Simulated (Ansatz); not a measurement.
## Structures of Ta2C: which is lowest?

Plane-wave DFT in Ansatz with scalar-relativistic PAW potentials, cutoff 500 eV, Γ-centred meshes chosen by cell and gap, Gaussian smearing with energies taken to zero width. Every cell was relaxed (cell and atoms) in a run of its own, within the symmetry of its start. Functional: r2SCAN.

Relaxed structures (starts from databases or built by putting these elements on another compound's sites):
A. I4/mcm, 6 atoms in the computed cell, a = 5.525 Å, c = 5.080 Å; sites (symmetry × multiplicity) Ta m.2m × 8, C 422 × 4; start: built
B. P-3m1, 3 atoms in the computed cell, a = 3.110 Å, c = 4.942 Å; sites (symmetry × multiplicity) Ta 3m. × 2, C -3m. × 1; start: database

Task: Rank them by energy. Could pressure change the order?

Result:
| structure | group | E − E(lowest) (meV/atom) | V (Å³/atom) | gap on mesh (eV) |
| --- | --- | --- | --- | --- |
| B | P-3m1 | 0.0 | 13.80 | 0.00 |
| A | I4/mcm | 536 | 12.92 | 0.00 |

B is lowest, 536 meV/atom under A. A is denser by 0.88 Å³/atom, so pressure favours it: ΔE/ΔV, with ΔE in eV and 1 eV/Å³ = 160.2 GPa, gives about 98 GPa for equal enthalpy if both cells were rigid; at such pressures compression changes ΔV much, so this is a scale only. Other structures may lie lower than all of these, and vibrations aren't counted.

Spin-orbit coupling is left out, which matters for the bands of heavy elements.